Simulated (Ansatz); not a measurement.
**NiSi: how the energy converges with the cutoff**

NiSi, Pmmn, a = 3.027 Å, b = 3.273 Å, c = 4.698 Å. This isn't the usual stable structure of the compound. Ansatz: PBE, PAW, cutoff varied, Γ-centred 14×12×10 mesh on 4 atoms, Gaussian smearing 0.10 eV; no spin polarisation. Single points at one geometry, the cutoff alone changed; ΔE is the energy at zero smearing over the run at 850 eV (runs within 0.3 meV/atom of it are left out). The runs up to 380 eV lie under the cutoff recommended for these PAW datasets.

```tsv
cutoff (eV)	ΔE (meV/atom)
150	44783.41
200	7598.19
250	1247.27
300	158.98
350	?
380	2.94
420	1.47
460	0.98
520	0.48
600	0.30
```

Q: Assume ΔE falls exponentially with the cutoff, fit y = ln ΔE against x, the cutoff in eV, to the other rows, and predict the missing value.

A: y = 10.710, 8.936, 7.129, 5.069, 1.078, 0.385, -0.020, -0.734, -1.204. Means x = 364.4, y = 3.4832; Σ(Δx)² = 182422, ΣΔxΔy = -5270; the slope is their ratio. y = 14.01 − 0.02889 x, a factor of ten per 80 eV. At 350 eV this gives ΔE = 49.33 meV/atom. The run gave 12.50, a ratio of 3.95. Between neighbouring rows the decay runs from a factor of ten per 45 eV to one per 392 eV, so one exponential is only a rough guide. The fast fall gives way to a slow tail.